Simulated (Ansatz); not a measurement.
Calculation for Ge (sc type): DFT, PBE, norm-conserving pseudopotentials, Ansatz's default files, scalar-relativistic (Ansatz 0.2.0). This run: the series' base cell.

The cell comes from a relaxation on PAW files under the same functional, begun from a prototype that needn't be the stable phase.

Command: `ansatz run input.yaml --threads 1 --pin off --max-ram 2048MiB --backend cpu --events-out ev --progress --plain --runs-dir out` It took 5 s on 1 thread of AMD EPYC 7R43 64-Core Processor (Zen 3) (shared host), peak memory 0.34 GiB.

```yaml
crystal:
  lattice:
    - [2.7103250929, 0.0, 0.0]
    - [0.0, 2.7103250929, 0.0]
    - [0.0, 0.0, 2.7103250929]
  atoms:
    - { symbol: Ge, position: [0.0, 0.0, 0.0] }
kpoints:
  mp_grid: { grid: [15, 15, 15] }
scf:
  occupations: { method: fermi_dirac, width: 0.08 }
hamiltonian:
  xc: pbe
  pseudopotentials: { kind: nc }
output:
  forces: true
  stress: true
  eigenvalues: true
```

Output:

```
Engine: ansatz 0.2.0
Pseudopotentials: kind: nc
Pseudopotential: Ge, nc, valence charge 14, recommended cutoff 1061.244064 eV (normal), Ge.nc.azcp
Functional definition: PBE
  parameter kappa = 0.804
  parameter beta = 0.06672455060314922
  exchange = pbe_x(kappa = kappa, mu = beta*pi^2/3)
  correlation = pbe_c(beta = beta)
Crystal: 1 atoms, lattice volume = 19.910 Å³
Basis set: ecut = 1061.244064 eV, 1551 PW (Γ), exchange–correlation on 60×60×60 points (8 copies of the dense FFT grid, shifted against one another)
Bands: 11, of which v1, the nominal top of the filled ones, is band 7 counted from 1 (6 counted from 0)
Symmetry: 48 space group operations
Space group: Pm-3m (ITA 221), of the structure as read, at distance tolerance 2.7e-5 Å
k-points: 120 of 3375
Non-local potential: Ge, projectors of the file, l = 0: 2, l = 1: 2, l = 2: 2
Initial density: superposition of atomic densities (chi_scale 0.1, normalization cell)
Initial wavefunctions: pseudopotential atomic-orbital guess
Functional: x = pbe(κ = 0.804, μ = 0.2195149727645171), c = pbe(β = 0.06672455060314922)
SCF iter   1: F=—  HF=-2430.320836 eV  |F-HF|=—  |Δ(HF+E_count)|=         —  Δρ=1.71e-2  dr2=4.33e-2  ethr=3.10e-3  ⟨swp⟩=5.7  Hψ=8853  notcnv=0
preconditioner: auto → none  [metal: Δε(μ)=0.034 eV  Ē_g=26.882 eV  σ=0.080 eV  W_gap=0.11  n_scr=6 (ndim 8)  ℏωp=31.1 eV  f_vac=0.000  D(μ)=0.62/eV (n_scr^D=6)  sad-step TF]
SCF iter   2: F=—  HF=-2430.317814 eV  |F-HF|=—  |Δ(HF+E_count)|=   3.02e-3  Δρ=1.07e-2  dr2=1.63e-2  ethr=3.09e-4  ⟨swp⟩=1.4  Hψ=2336  notcnv=0
SCF iter   3: F=—  HF=-2430.318597 eV  |F-HF|=—  |Δ(HF+E_count)|=   7.83e-4  Δρ=1.00e-3  dr2=9.59e-5  ethr=1.16e-4  ⟨swp⟩=3.0  Hψ=2333  notcnv=0
SCF iter   4: F=—  HF=-2430.318659 eV  |F-HF|=—  |Δ(HF+E_count)|=   6.19e-5  Δρ=9.39e-5  dr2=7.14e-7  ethr=6.85e-7  ⟨swp⟩=2.0  Hψ=1503  notcnv=0
SCF iter   5: F=-2430.318660 eV  HF=-2430.318660 eV  |F-HF|=2.51e-8  |Δ(HF+E_count)|=   9.94e-7  Δρ=3.31e-5  dr2=4.91e-8  ethr=7.14e-10  ⟨swp⟩=7.8  Hψ=7727  notcnv=0
SCF 1 converged in 5 iterations: F = -2430.318660 eV  dr2 = 4.91e-8
SCF converged after 5 iterations
Free energy (F): -2430.318660 eV
Harris-Foulkes:  -2430.318660 eV  (|F-HF|=2.51e-8)
Internal energy: -2430.306294 eV  (E = F + TS)
E sigma→0 (E₀):  -2430.312477 eV
Entropy (-TS):   -0.012366 eV (-12.366 meV/atom)
Fermi energy:    11.077585 eV
--- Per-component energies (eV) ---
  E_band       = -110.694350
  E_kinetic    = 1824.423283
  E_local      = -1886.181096  (includes V_loc(G=0)·N_el)
  E_nonlocal   = -942.255102
  E_hartree    = 644.526880
  E_xc         = -593.545214
  E_vxc        = -395.729718  (∫ρ·V_xc dr)
  E_ewald      = -1477.275046
  E_smearing   = -0.012366  (= −TS)
  E_closure    = 0.000000  (closes the sum)
  Σ components = -2430.318660   (vs F -2430.318660, Δ=0.00e0)
--- Forces (eV/Å), atoms counted from 1 ---
  atom   1  Ge    -0.00000000    -0.00000000    -0.00000000
  max |Σ_I F_I| component: 2.98e-32 eV/Å
--- Stress (GPa, compression-positive) ---
        0.011520      -0.000000       0.000000
       -0.000000       0.011520       0.000000
        0.000000      -0.000000       0.011520
  P = ⅓ Tr σ = 0.0115 GPa (0.115 kbar)
--- Band table (eV; the first three rows and the last of 120) ---
  k-point 0: bands = ["-13.5999", "-13.5999", "-13.3600", "-13.3600", "-13.3600", "-1.6253", "17.6944", "17.6944", "17.6944", "21.0758", "21.0758"]
  k-point 1: bands = ["-13.5993", "-13.5916", "-13.3628", "-13.3628", "-13.3598", "-1.5385", "16.4067", "17.7776", "17.7776", "21.1527", "22.0315"]
  k-point 2: bands = ["-13.5977", "-13.5683", "-13.3705", "-13.3705", "-13.3591", "-1.2787", "14.2683", "18.0237", "18.0237", "21.3826", "22.8335"]
  k-point 119: bands = ["-13.4990", "-13.4987", "-13.4987", "-13.2833", "-13.2833", "9.7226", "11.4357", "11.4357", "12.0776", "17.9138", "18.1188"]
```

Next run (volume at 0.92 of the series' base cell), as changes to the input before:

```diff
   lattice:
-    - [2.7103250929, 0.0, 0.0]
-    - [0.0, 2.7103250929, 0.0]
-    - [0.0, 0.0, 2.7103250929]
+    - [2.6360319008, 0.0, 0.0]
+    - [0.0, 2.6360319008, 0.0]
+    - [0.0, 0.0, 2.6360319008]
   atoms:
```

Results part of the output:

```
SCF 1 converged in 6 iterations: F = -2430.287450 eV  dr2 = 1.23e-10
SCF converged after 6 iterations
Free energy (F): -2430.287450 eV
Harris-Foulkes:  -2430.287450 eV  (|F-HF|=5.78e-11)
Internal energy: -2430.276381 eV  (E = F + TS)
E sigma→0 (E₀):  -2430.281915 eV
Entropy (-TS):   -0.011069 eV (-11.069 meV/atom)
Fermi energy:    12.424686 eV
--- Per-component energies (eV) ---
  E_band       = -93.376749
  E_kinetic    = 1825.431548
  E_local      = -1821.185032  (includes V_loc(G=0)·N_el)
  E_nonlocal   = -941.827487
  E_hartree    = 620.411273
  E_xc         = -594.196527
  E_vxc        = -396.618011  (∫ρ·V_xc dr)
  E_ewald      = -1518.910156
  E_smearing   = -0.011069  (= −TS)
  E_closure    = -0.000000  (closes the sum)
  Σ components = -2430.287450   (vs F -2430.287450, Δ=0.00e0)
--- Forces (eV/Å), atoms counted from 1 ---
  atom   1  Ge    -0.00000000     0.00000000     0.00000000
  max |Σ_I F_I| component: 4.11e-32 eV/Å
--- Stress (GPa, compression-positive) ---
        6.780120      -0.000000       0.000000
        0.000000       6.780120      -0.000000
        0.000000      -0.000000       6.780120
  P = ⅓ Tr σ = 6.7801 GPa (67.801 kbar)
--- Band table (eV; the first three rows and the last of 120) ---
  k-point 0: bands = ["-12.3500", "-12.3500", "-12.0447", "-12.0447", "-12.0447", "-0.9701", "19.5015", "19.5015", "19.5015", "22.7338", "22.7338"]
  k-point 1: bands = ["-12.3493", "-12.3398", "-12.0482", "-12.0482", "-12.0444", "-0.8770", "18.0778", "19.5928", "19.5928", "22.8150", "23.8294"]
  k-point 2: bands = ["-12.3471", "-12.3108", "-12.0582", "-12.0582", "-12.0436", "-0.5979", "15.7840", "19.8629", "19.8629", "23.0576", "24.7950"]
  k-point 119: bands = ["-12.2244", "-12.2240", "-12.2240", "-11.9509", "-11.9509", "11.4575", "12.7938", "12.7938", "13.8800", "19.3031", "19.5253"]
```

Next run (volume at 0.84 of the series' base cell), as changes to the input before:

```diff
   lattice:
-    - [2.6360319008, 0.0, 0.0]
-    - [0.0, 2.6360319008, 0.0]
-    - [0.0, 0.0, 2.6360319008]
+    - [2.5572968751, 0.0, 0.0]
+    - [0.0, 2.5572968751, 0.0]
+    - [0.0, 0.0, 2.5572968751]
   atoms:
```

Results part of the output:

```
SCF 1 converged in 6 iterations: F = -2430.170554 eV  dr2 = 7.69e-12
SCF converged after 6 iterations
Free energy (F): -2430.170554 eV
Harris-Foulkes:  -2430.170554 eV  (|F-HF|=1.09e-11)
Internal energy: -2430.161562 eV  (E = F + TS)
E sigma→0 (E₀):  -2430.166058 eV
Entropy (-TS):   -0.008992 eV (-8.992 meV/atom)
Fermi energy:    14.035294 eV
--- Per-component energies (eV) ---
  E_band       = -73.104563
  E_kinetic    = 1826.653807
  E_local      = -1749.054050  (includes V_loc(G=0)·N_el)
  E_nonlocal   = -941.197288
  E_hartree    = 594.087165
  E_xc         = -594.976259
  E_vxc        = -397.681315  (∫ρ·V_xc dr)
  E_ewald      = -1565.674938
  E_smearing   = -0.008992  (= −TS)
  E_closure    = -0.000000  (closes the sum)
  Σ components = -2430.170554   (vs F -2430.170554, Δ=0.00e0)
--- Forces (eV/Å), atoms counted from 1 ---
  atom   1  Ge     0.00000000    -0.00000000     0.00000000
  max |Σ_I F_I| component: 1.64e-32 eV/Å
--- Stress (GPa, compression-positive) ---
       17.589028       0.000000      -0.000000
        0.000000      17.589028       0.000000
        0.000000       0.000000      17.589028
  P = ⅓ Tr σ = 17.5890 GPa (175.890 kbar)
--- Band table (eV; the first three rows and the last of 120) ---
  k-point 0: bands = ["-10.8981", "-10.8981", "-10.5039", "-10.5039", "-10.5039", "-0.1948", "21.6215", "21.6215", "21.6215", "24.6950", "24.6950"]
  k-point 1: bands = ["-10.8971", "-10.8852", "-10.5084", "-10.5084", "-10.5035", "-0.0945", "20.0383", "21.7222", "21.7222", "24.7808", "25.9473"]
  k-point 2: bands = ["-10.8941", "-10.8489", "-10.5213", "-10.5213", "-10.5024", "0.2063", "17.5697", "22.0204", "22.0204", "25.0377", "27.0848"]
  k-point 119: bands = ["-10.7400", "-10.7394", "-10.7394", "-10.3879", "-10.3879", "13.3379", "14.4083", "14.4083", "16.2201", "20.9428", "21.1869"]
```

Next run (volume at 0.76 of the series' base cell), as changes to the input before:

```diff
   lattice:
-    - [2.5572968751, 0.0, 0.0]
-    - [0.0, 2.5572968751, 0.0]
-    - [0.0, 0.0, 2.5572968751]
+    - [2.4733899018, 0.0, 0.0]
+    - [0.0, 2.4733899018, 0.0]
+    - [0.0, 0.0, 2.4733899018]
   atoms:
```

Results part of the output:

```
SCF 1 converged in 6 iterations: F = -2429.915559 eV  dr2 = 1.16e-10
SCF converged after 6 iterations
Free energy (F): -2429.915559 eV
Harris-Foulkes:  -2429.915559 eV  (|F-HF|=1.26e-10)
Internal energy: -2429.909162 eV  (E = F + TS)
E sigma→0 (E₀):  -2429.912361 eV
Entropy (-TS):   -0.006397 eV (-6.397 meV/atom)
Fermi energy:    15.990777 eV
--- Per-component energies (eV) ---
  E_band       = -49.021402
  E_kinetic    = 1828.149701
  E_local      = -1668.237540  (includes V_loc(G=0)·N_el)
  E_nonlocal   = -940.258488
  E_hartree    = 565.149282
  E_xc         = -595.923415
  E_vxc        = -398.973349  (∫ρ·V_xc dr)
  E_ewald      = -1618.788701
  E_smearing   = -0.006397  (= −TS)
  E_closure    = -0.000000  (closes the sum)
  Σ components = -2429.915559   (vs F -2429.915559, Δ=0.00e0)
--- Forces (eV/Å), atoms counted from 1 ---
  atom   1  Ge    -0.00000000     0.00000000     0.00000000
  max |Σ_I F_I| component: 2.05e-32 eV/Å
--- Stress (GPa, compression-positive) ---
       35.150064       0.000000       0.000000
       -0.000000      35.150064       0.000000
        0.000000       0.000000      35.150064
  P = ⅓ Tr σ = 35.1501 GPa (351.501 kbar)
--- Band table (eV; the first three rows and the last of 120) ---
  k-point 0: bands = ["-9.1900", "-9.1900", "-8.6721", "-8.6721", "-8.6721", "0.7395", "24.1452", "24.1452", "24.1452", "27.0526", "27.0526"]
  k-point 1: bands = ["-9.1885", "-9.1735", "-8.6782", "-8.6782", "-8.6716", "0.8480", "22.3744", "24.2569", "24.2569", "27.1435", "28.4829"]
  k-point 2: bands = ["-9.1843", "-9.1273", "-8.6952", "-8.6952", "-8.6702", "1.1741", "19.7075", "24.5882", "24.5882", "27.4159", "29.8002"]
  k-point 119: bands = ["-8.9885", "-8.9876", "-8.9876", "-8.5267", "-8.5267", "15.4430", "16.3596", "16.3596", "19.2324", "22.9112", "23.1822"]
```

Next run (volume at 0.45 of the series' base cell), as changes to the input before:

```diff
   lattice:
-    - [2.4733899018, 0.0, 0.0]
-    - [0.0, 2.4733899018, 0.0]
-    - [0.0, 0.0, 2.4733899018]
+    - [2.0769476835, 0.0, 0.0]
+    - [0.0, 2.0769476835, 0.0]
+    - [0.0, 0.0, 2.0769476835]
   atoms:
```

Results part of the output:

```
SCF 1 converged in 6 iterations: F = -2424.759066 eV  dr2 = 7.02e-11
SCF converged after 6 iterations
Free energy (F): -2424.759066 eV
Harris-Foulkes:  -2424.759066 eV  (|F-HF|=4.37e-11)
Internal energy: -2424.755024 eV  (E = F + TS)
E sigma→0 (E₀):  -2424.757045 eV
Entropy (-TS):   -0.004042 eV (-4.042 meV/atom)
Fermi energy:    30.178275 eV
--- Per-component energies (eV) ---
  E_band       = 112.414636
  E_kinetic    = 1840.996906
  E_local      = -1219.054852  (includes V_loc(G=0)·N_el)
  E_nonlocal   = -931.109856
  E_hartree    = 414.908622
  E_xc         = -602.717086
  E_vxc        = -408.234724  (∫ρ·V_xc dr)
  E_ewald      = -1927.778758
  E_smearing   = -0.004042  (= −TS)
  E_closure    = -0.000000  (closes the sum)
  Σ components = -2424.759066   (vs F -2424.759066, Δ=0.00e0)
--- Forces (eV/Å), atoms counted from 1 ---
  atom   1  Ge    -0.00000000     0.00000000     0.00000000
  max |Σ_I F_I| component: 1.64e-32 eV/Å
--- Stress (GPa, compression-positive) ---
      337.831260       0.000000       0.000000
        0.000000     337.831260       0.000000
        0.000000       0.000000     337.831260
  P = ⅓ Tr σ = 337.8313 GPa (3378.313 kbar)
--- Band table (eV; the first three rows and the last of 120) ---
  k-point 0: bands = ["1.7246", "1.7246", "3.5878", "3.5878", "3.5878", "7.4922", "41.2551", "41.2551", "41.2551", "43.6352", "43.6352"]
  k-point 1: bands = ["1.7315", "1.7741", "3.5649", "3.5649", "3.5897", "7.6526", "38.4008", "41.4394", "41.4394", "43.7457", "46.0249"]
  k-point 2: bands = ["1.7512", "1.9113", "3.5003", "3.5003", "3.5952", "8.1390", "34.6100", "41.9870", "41.9870", "44.0795", "48.1402"]
  k-point 119: bands = ["2.3111", "2.3183", "2.3183", "4.0105", "4.0105", "29.4159", "30.3739", "30.3739", "36.3027", "37.2551", "37.2551"]
```

The norm-conserving files are those that the library serves for this functional.
